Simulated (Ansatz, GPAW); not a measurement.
# pyrazine between two Pd chains: relaxation, then transmission at several levels

Aim: the conductance of pyrazine between two Pd chains after relaxation, and whether geometry, basis or functional moves it most.

Program: GPAW 26.7.0 and Ansatz 0.2.0. Level of theory: Ansatz plane waves; relaxation of the junction with the lead ends held; PAW set soft_1, in the first sound run; inputs show where later runs differ. Results are calculated unless marked as measured.

This is a report of a sequence of runs, with most program output left out.

## (1) The structure

The cell holds 26 atoms: 16 Pd, 2 N, 4 H and 4 C. Its edges and angles: a = 10.631 Å, b = 9.000 Å, c = 44.416 Å, α = 90.0°, β = 90.0°, γ = 90.0°. Regions: left lead, 8 atoms (8 Pd); channel, 10 atoms (2 N, 4 H and 4 C); right lead, 8 atoms (8 Pd). Vacuum lies along a and b. The structure is stacked along c, and the current runs across the ab planes.

## (2) Relaxation

Transmission follows bond lengths closely, so the atoms between the held lead ends are relaxed first, from a slightly shaken start that lets symmetry break.

File input.yaml:

```yaml
crystal:
  lattice:
    - [10.6314709932, 0.0, 0.0]
    - [0.0, 9.0, 0.0]
    - [0.0, 0.0, 44.4156502857]
  atoms:
    - { symbol: Pd, position: [0.5, 0.5, 0.0281432331] }
    - { symbol: Pd, position: [0.5, 0.5, 0.0844296993] }
    - { symbol: Pd, position: [0.5, 0.5, 0.1407161656] }
    - { symbol: Pd, position: [0.5, 0.5, 0.1970026318] }
    - { symbol: Pd, position: [0.5, 0.5, 0.253289098] }
    - { symbol: Pd, position: [0.5, 0.5, 0.3095755643] }
    - { symbol: Pd, position: [0.4945678321, 0.4899373492, 0.3666417983] }
    - { symbol: Pd, position: [0.5044098749, 0.5044317246, 0.4218583338] }
    - { symbol: "N", position: [0.4997943229, 0.4990282718, 0.4690024157] }
    - { symbol: H, position: [0.6967643439, 0.5001949824, 0.4721238833] }
    - { symbol: H, position: [0.3095347063, 0.5012480098, 0.4709123912] }
    - { symbol: C, position: [0.3923806939, 0.4985777975, 0.483331175] }
    - { symbol: C, position: [0.6016352311, 0.5004959935, 0.4837002782] }
    - { symbol: C, position: [0.3937608859, 0.4973328842, 0.516136027] }
    - { symbol: C, position: [0.6099057673, 0.501274304, 0.514783604] }
    - { symbol: H, position: [0.2999361479, 0.5071401962, 0.5283183034] }
    - { symbol: H, position: [0.7000864689, 0.4992077828, 0.5275579923] }
    - { symbol: "N", position: [0.5000107759, 0.4958890011, 0.5319534563] }
    - { symbol: Pd, position: [0.5046444026, 0.503004253, 0.5799460147] }
    - { symbol: Pd, position: [0.5010464631, 0.5011609938, 0.6335281948] }
    - { symbol: Pd, position: [0.5, 0.5, 0.6904244357] }
    - { symbol: Pd, position: [0.5, 0.5, 0.746710902] }
    - { symbol: Pd, position: [0.5, 0.5, 0.8029973682] }
    - { symbol: Pd, position: [0.5, 0.5, 0.8592838344] }
    - { symbol: Pd, position: [0.5, 0.5, 0.9155703007] }
    - { symbol: Pd, position: [0.5, 0.5, 0.9718567669] }
kpoints:
  mp_grid: { grid: [1, 1, 2] }
hamiltonian:
  xc: pbe
  pseudopotentials: { kind: paw, azcp: { folder: soft_1 } }
scf:
  occupations: { method: fermi_dirac, width: 0.1 }
relax:
  f_tol: 0.03
  max_steps: 80
  constraints: [{ sites: [0, 1, 2, 3, 4, 5, 20, 21, 22, 23, 24, 25] }]
```

The run is started by

```sh
$ ansatz run input.yaml --threads 4 --pin off --max-ram 8192MiB --backend cpu --events-out ev --progress --plain --runs-dir out
```

The job ended after 3.3 min (4 threads of Arm Neoverse V2, shared host; peak memory 6.7 GiB).

Step by step:

| step | energy less that of the first step (eV) | largest force component (eV/Å) |
| --- | --- | --- |
| 1 | 0.0000 | 6.0580 |
| 2 | -0.5329 | 2.2407 |
| 3 | -0.6795 | 0.9388 |
| 4 | -0.7353 | 0.1409 |
| 5 | -0.7542 | 0.1003 |
| 6 | -0.7601 | 0.0431 |
| 7 | -0.7617 | 0.0073 |
| 8 | -0.7622 | 0.0151 |

The atoms that moved most (Å):

| atom | dx | dy | dz | length |
| --- | --- | --- | --- | --- |
| Pd20 | -0.567 | -0.013 | 0.064 | 0.571 |
| Pd7 | -0.525 | 0.052 | -0.076 | 0.533 |
| H16 | 0.134 | -0.075 | -0.017 | 0.154 |
| C13 | 0.145 | 0.011 | 0.024 | 0.147 |
| Pd8 | 0.085 | -0.035 | -0.072 | 0.116 |
| N9 | 0.086 | 0.014 | -0.063 | 0.107 |
| C12 | 0.089 | 0.010 | 0.043 | 0.099 |
| N18 | 0.088 | 0.043 | 0.012 | 0.098 |

This step gave:

| Item | Value |
| --- | --- |
| free energy | -113362.3692 eV |
| smearing term TS | 1.647 eV |
| symmetry operations | 1 |

The relaxation lowered the energy of the cell by 0.762 eV.

## (3) Plane-wave reference (PBE)

A plane-wave run comes first: its basis does not favour the atoms, so it serves as the reference for the orbital bases.

This step: Ansatz plane waves; Landauer transmission by layers, zero bias; PAW set soft_1 (Ansatz 0.2.0).

File input.yaml:

```yaml
crystal:
  lattice:
    - [10.6314709932, 0.0, 0.0]
    - [0.0, 9.0, 0.0]
    - [0.0, 0.0, 44.4156502857]
  atoms:
    - { symbol: Pd, position: [0.5, 0.5, 0.0281432331] }
    - { symbol: Pd, position: [0.5, 0.5, 0.0844296993] }
    - { symbol: Pd, position: [0.5, 0.5, 0.1407161656] }
    - { symbol: Pd, position: [0.5, 0.5, 0.1970026318] }
    - { symbol: Pd, position: [0.5, 0.5, 0.253289098] }
    - { symbol: Pd, position: [0.5, 0.5, 0.3095755643] }
    - { symbol: Pd, position: [0.445139519, 0.4956867756, 0.3649344068] }
    - { symbol: Pd, position: [0.5123867024, 0.5005930649, 0.4202377526] }
    - { symbol: "N", position: [0.5078706324, 0.5006253148, 0.4675887043] }
    - { symbol: H, position: [0.7038628453, 0.5025210729, 0.471948577] }
    - { symbol: H, position: [0.3121779998, 0.4987840673, 0.472001252] }
    - { symbol: C, position: [0.40075361, 0.499664736, 0.4843019735] }
    - { symbol: C, position: [0.6152408844, 0.5016780394, 0.4842447322] }
    - { symbol: C, position: [0.4009485685, 0.4996244163, 0.5155867793] }
    - { symbol: C, position: [0.6154321107, 0.5017401997, 0.5155042561] }
    - { symbol: H, position: [0.3125099465, 0.4988600561, 0.5279453398] }
    - { symbol: H, position: [0.7041809218, 0.5025754291, 0.527746458] }
    - { symbol: "N", position: [0.508255805, 0.5006805759, 0.5322281046] }
    - { symbol: Pd, position: [0.513085731, 0.500679783, 0.5795699987] }
    - { symbol: Pd, position: [0.4476839894, 0.4997712122, 0.6349649955] }
    - { symbol: Pd, position: [0.5, 0.5, 0.6904244357] }
    - { symbol: Pd, position: [0.5, 0.5, 0.746710902] }
    - { symbol: Pd, position: [0.5, 0.5, 0.8029973682] }
    - { symbol: Pd, position: [0.5, 0.5, 0.8592838344] }
    - { symbol: Pd, position: [0.5, 0.5, 0.9155703007] }
    - { symbol: Pd, position: [0.5, 0.5, 0.9718567669] }
kpoints:
  mp_grid: { grid: [1, 1, 2] }
hamiltonian:
  xc: pbe
  pseudopotentials: { kind: paw, azcp: { folder: soft_1 } }
scf:
  occupations: { method: fermi_dirac, width: 0.1 }
output:
  transmission:
    leads: [[0, 1]]
    e_range: [-2, 2]
    de: 0.025
    kmesh: [1, 1]
    reduced_basis: true
  write_potential: true
  write_density: true
  volumetric_format: npy
```

Wall time 4.1 min (4 threads); peak memory 7 GiB; 8.8 min of CPU time.

This step gave:

| Item | Value |
| --- | --- |
| free energy | -113362.3688 eV |
| lead level | 0 eV from the Fermi level |
| transmission at the Fermi level (one spin) | 0.2251 |
| open channels of the lead at the Fermi level (one spin) | 4 |
| step of the potential along the lead | 2.2 meV |
| offset of the lead | 0 Å |
| filling of the lead less its bulk value, in size | 10.5 meV |
| conductance | 0.2225 G₀ |

One spin. Transmission, zone mean against energy, zero at the Fermi level:

| energy (eV) | transmission, zone mean |
| --- | --- |
| -2.000 | 0.143 |
| -1.900 | 0.233 |
| -1.800 | 0.272 |
| -1.700 | 0.276 |
| -1.600 | 0.283 |
| -1.500 | 0.306 |
| -1.400 | 0.337 |
| -1.325 | 0.349 |
| -1.300 | 0.348 |
| -1.200 | 0.315 |
| -1.100 | 0.289 |
| -1.000 | 0.174 |
| -0.900 | 0.265 |
| -0.800 | 0.569 |
| -0.750 | 0.609 |
| -0.700 | 0.506 |
| -0.600 | 0.293 |
| -0.525 | 1.00 |
| -0.500 | 0.926 |
| -0.400 | 0.521 |
| -0.300 | 0.495 |
| -0.200 | 0.436 |
| -0.100 | 0.360 |
| 0.000 | 0.225 |
| 0.100 | 0.0664 |
| 0.200 | 8.5e-4 |
| 0.300 | 1.2e-5 |
| 0.400 | 5.1e-5 |
| 0.500 | 1.8e-4 |
| 0.600 | 3.3e-4 |
| 0.700 | 4.9e-4 |
| 0.800 | 6.9e-4 |
| 0.900 | 8.9e-4 |
| 1.000 | 0.00118 |
| 1.100 | 0.00150 |
| 1.200 | 0.00188 |
| 1.300 | 0.00233 |
| 1.400 | 0.00288 |
| 1.500 | 0.00354 |
| 1.600 | 0.00435 |
| 1.700 | 0.00534 |
| 1.800 | 0.00657 |
| 1.900 | 0.00811 |
| 2.000 | 0.0100 |

One spin. Table of open channels, zone mean by energy, zero at the Fermi level:

| energy (eV) | open channels, zone mean |
| --- | --- |
| -2.000 | 3 |
| -1.900 | 3 |
| -1.800 | 3 |
| -1.700 | 3 |
| -1.600 | 3 |
| -1.500 | 3 |
| -1.400 | 3 |
| -1.300 | 3 |
| -1.200 | 3 |
| -1.100 | 5 |
| -1.000 | 5 |
| -0.900 | 5 |
| -0.800 | 5 |
| -0.700 | 5 |
| -0.600 | 5 |
| -0.500 | 4 |
| -0.400 | 4 |
| -0.300 | 4 |
| -0.200 | 4 |
| -0.100 | 4 |
| 0.000 | 4 |
| 0.100 | 4 |
| 0.200 | 1 |
| 0.300 | 1 |
| 0.400 | 1 |
| 0.500 | 1 |
| 0.600 | 1 |
| 0.700 | 1 |
| 0.800 | 1 |
| 0.900 | 1 |
| 1.000 | 1 |
| 1.100 | 1 |
| 1.200 | 1 |
| 1.300 | 1 |
| 1.400 | 1 |
| 1.500 | 1 |
| 1.600 | 1 |
| 1.700 | 1 |
| 1.800 | 1 |
| 1.900 | 1 |
| 2.000 | 1 |

Crystal 0, spin -, k parallel (0, 0); distinct values, listed up to 1.5 1/Å. Im kz of the slowest decaying states against energy, zero at the Fermi level:

| energy (eV) | decay 1 (Å⁻¹) | decay 2 (Å⁻¹) | decay 3 (Å⁻¹) | decay 4 (Å⁻¹) |
| --- | --- | --- | --- | --- |
| -2.000 | 0.728 | 0.818 | 0.819 | 1.33 |
| -1.800 | 0.679 | 0.728 | 0.729 | 1.31 |
| -1.600 | 0.614 | 0.614 | 0.625 | 1.29 |
| -1.400 | 0.452 | 0.453 | 0.565 | 1.27 |
| -1.200 | 0.0740 | 0.0769 | 0.497 | 1.25 |
| -1.000 | 0.419 | 1.23 | 1.26 | 1.26 |
| -0.800 | 0.320 | 1.21 | 1.24 | 1.24 |
| -0.600 | 0.174 | 1.19 | 1.22 | 1.22 |
| -0.400 | 0.395 | 0.395 | 1.16 | 1.20 |
| -0.200 | 0.552 | 1.14 | 1.17 | 1.18 |
| 0.000 | 0.656 | 1.12 | 1.15 | 1.16 |
| 0.200 | 0.0871 | 0.0879 | 0.102 | 0.734 |
| 0.400 | 0.177 | 0.178 | 0.225 | 0.797 |
| 0.600 | 0.228 | 0.228 | 0.302 | 0.850 |
| 0.800 | 0.263 | 0.263 | 0.361 | 0.894 |
| 1.000 | 0.288 | 0.289 | 0.411 | 0.932 |
| 1.200 | 0.307 | 0.307 | 0.454 | 0.966 |
| 1.400 | 0.319 | 0.320 | 0.492 | 0.966 |
| 1.600 | 0.326 | 0.327 | 0.525 | 0.944 |
| 1.800 | 0.328 | 0.330 | 0.555 | 0.916 |
| 2.000 | 0.325 | 0.327 | 0.582 | 0.886 |

Crystal 0, spin -, k parallel (0, 0). Table of Re kz of states that move upwards by energy, zero at the Fermi level:

| energy (eV) | channel 1 (Å⁻¹) | channel 2 (Å⁻¹) | channel 3 (Å⁻¹) | channel 4 (Å⁻¹) | channel 5 (Å⁻¹) |
| --- | --- | --- | --- | --- | --- |
| -2.0000 | -0.781 | -0.780 | 0.603 | - | - |
| -1.7500 | -0.694 | -0.694 | 0.646 | - | - |
| -1.5000 | -0.616 | -0.615 | 0.689 | - | - |
| -1.2500 | -0.542 | -0.541 | 0.735 | - | - |
| -1.0000 | -0.470 | -0.470 | 0.486 | 0.486 | 0.783 |
| -0.7500 | -0.399 | -0.398 | 0.819 | 0.819 | 0.837 |
| -0.5000 | -0.325 | -0.324 | 0.0752 | 0.899 | - |
| -0.2500 | -0.244 | -0.243 | 0.307 | 0.975 | - |
| 0.0000 | -0.141 | -0.140 | 0.425 | 1.08 | - |
| 0.2500 | 0.513 | - | - | - | - |
| 0.5000 | 0.584 | - | - | - | - |
| 0.7500 | 0.644 | - | - | - | - |
| 1.0000 | 0.695 | - | - | - | - |
| 1.2500 | 0.740 | - | - | - | - |
| 1.5000 | 0.781 | - | - | - | - |
| 1.7500 | 0.818 | - | - | - | - |
| 2.0000 | 0.853 | - | - | - | - |

The electrostatic potential energy of an electron (with the applied field's), less the Fermi level, planar mean oscillates, so the rows of the table below give means over windows of 2.52 Å about each position, cut where the curve ends. Its first 14 maxima inside the range that stand out by 2 % of the span (Å: eV): 2.5: 5.08, 5.0: 5.07, 7.6: 5.06, 9.9: 5.04, 12.4: 4.99, 15.0: 4.91, 17.3: 4.64, 19.8: 4.17, 22.2: 3.29, 24.6: 4.17, 27.1: 4.64, 29.5: 4.91, 32.0: 4.99, 34.5: 5.04. Its first 14 minima: 1.2: 3.67, 3.7: 3.66, 6.2: 3.65, 8.7: 3.64, 11.3: 3.59, 13.8: 3.55, 16.3: 3.41, 18.7: 3.08, 21.3: 1.98, 23.1: 1.98, 25.8: 3.08, 28.1: 3.41, 30.6: 3.56, 33.2: 3.59.

Electrostatic potential energy of an electron (with the applied field's), less the Fermi level, planar mean against z; means over each step:

z (Å), electrostatic potential energy of an electron (with the applied field's), less the Fermi level, planar mean (eV) and a bar from the least value:
```
     1.26       4.42 ##############################
     3.78       4.42 ##############################
     6.30       4.41 ##############################
     8.82       4.40 ##############################
    11.34       4.36 #############################
    13.86       4.31 ############################
    16.38       4.14 #########################
    18.90       3.75 ##################
    21.42       2.71 
    23.94       3.14 #######
    26.46       3.92 #####################
    28.98       4.21 ##########################
    31.50       4.32 ############################
    34.02       4.37 #############################
    36.54       4.40 ##############################
    39.06       4.41 ##############################
    41.58       4.41 ##############################
    44.10       4.20 ##########################
```

The valence density, planar mean oscillates, so the rows of the table below give means over windows of 2.52 Å about each position, cut where the curve ends. Its first 14 maxima inside the range that stand out by 2 % of the span (Å: e/Å³): 1.2: 0.181, 3.7: 0.182, 6.2: 0.183, 8.7: 0.183, 11.3: 0.183, 13.8: 0.183, 16.1: 0.180, 18.7: 0.183, 21.0: 0.106, 23.2: 0.107, 25.8: 0.183, 28.1: 0.180, 30.6: 0.183, 33.2: 0.183. Its first 14 minima: 2.5: 0.0126, 5.0: 0.0126, 7.6: 0.0127, 10.1: 0.0128, 12.4: 0.0127, 15.0: 0.0133, 17.5: 0.0128, 19.8: 0.0148, 22.2: 0.0552, 24.6: 0.0147, 26.9: 0.0127, 29.5: 0.0133, 32.0: 0.0127, 34.3: 0.0128.

The valence density, planar mean by z; means over each step:

| z (Å) | valence density, planar mean (e/Å³) |
| --- | --- |
| 1.26 | 0.0748 |
| 3.78 | 0.0748 |
| 6.30 | 0.0747 |
| 8.82 | 0.0748 |
| 11.34 | 0.0747 |
| 13.86 | 0.0750 |
| 16.38 | 0.0752 |
| 18.90 | 0.0760 |
| 21.42 | 0.0709 |
| 23.94 | 0.0580 |
| 26.46 | 0.0769 |
| 28.98 | 0.0770 |
| 31.50 | 0.0755 |
| 34.02 | 0.0755 |
| 36.54 | 0.0756 |
| 39.06 | 0.0756 |
| 41.58 | 0.0757 |
| 44.10 | 0.101 |

The largest of the program's own error estimates on the conductance is 7.3 %. T at the Fermi level is 0.225 of 4 open channels a spin.

(Part 1 of 2 ends here.)

[Logs are printed without paths, hosts, clocks, repeated set-up lines and the standing remarks that a program may print on its own settings, such as how far it seeks lower states.]

[Hosts, paths, dates, database ids (printed as entryN), source tags and the programs' standing remarks are cut or masked in the printed files.]
